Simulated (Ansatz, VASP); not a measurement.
## Two plane-wave programs on MgI2

INCAR

```
SYSTEM = MgI2
  PREC = Accurate
  ENCUT = 520
  EDIFF = 1E-7
  ISMEAR = 0
  SIGMA = 0.05
  LREAL = .FALSE.
  LASPH = .TRUE.
  NELM = 100
  ALGO = Normal
  ISIF = 2
  LWAVE = .FALSE.
  LCHARG = .FALSE.
  GGA = PE
  NBANDS = 15
```

KPOINTS

```
regular mesh
0
G
  6 6 4
  0 0 0
```

File POSCAR:

```
MgI2
1.0
    4.2072027146      0.0000000000      0.0000000000
   -2.1036013573      3.6435444297      0.0000000000
    0.0000000000      0.0000000000      7.8117229395
Mg I
1 2
Direct
    0.0000000000      0.0000000000      0.0000000000
    0.3333333333      0.6666666667      0.7897071656
    0.6666666667      0.3333333333      0.2102928344
```

Input for Ansatz:

```yaml
crystal:
  lattice:
    - [4.2072027146, 0.0, 0.0]
    - [-2.1036013573, 3.6435444297, 0.0]
    - [0.0, 0.0, 7.8117229395]
  atoms:
    - { symbol: Mg, position: [0.0, 0.0, 0.0] }
    - { symbol: I, position: [0.3333333333, 0.6666666667, 0.7897071656] }
    - { symbol: I, position: [0.6666666667, 0.3333333333, 0.2102928344] }
basis:
  ecutwfc: 520.0
kpoints:
  mp_grid: { grid: [6, 6, 4] }
hamiltonian:
  xc: pbe
scf:
  occupations: { method: gaussian, width: 0.05 }
output:
  forces: true
  stress: true
  eigenvalues: true
```

Alike in both runs: task single point; functional PBE; k mesh 6 × 6 × 4; occupations gaussian, width 0.05 eV; no spin polarisation.

|  | VASP | Ansatz |
| --- | --- | --- |
| version | VASP 6.6.1 | Ansatz 0.2.0 |
| potentials or method | VASP PAW PBE potentials, release 64 (Mg, I) | scalar-relativistic, plane waves, PAW |
| plane-wave cutoff (eV) | 520 | 520 |
| valence electrons in the cell | 16 | 44 |

Ansatz gave:

* gap on the k mesh at the Fermi level (eV): 3.69
* least direct gap on the mesh (eV): 3.80
* pressure (GPa): 0.4
* largest component of the traceless stress (GPa): 0.23
* rms of the force components (eV/Å): 0.069

**Question.** What did VASP give for the same quantities?

**Answer.** gap on the k mesh at the Fermi level (eV): 3.67; least direct gap on the mesh (eV): 3.79; pressure (GPa): 0.4; largest component of the traceless stress (GPa): 0.24; rms of the force components (eV/Å): 0.064.

Atom by atom the forces differ by 0.005 eV/Å (rms over components). The functional is the same, so the differences come from potentials, cutoffs and numerics. The two sets of potentials don't hold the same shells in valence.

Caveats: spin-orbit coupling is left out, which moves the levels of the heavy elements; this functional lacks dispersion, which binds the layers, so the pressure and a relaxed spacing across them are unreliable. A k mesh can miss the band edges.
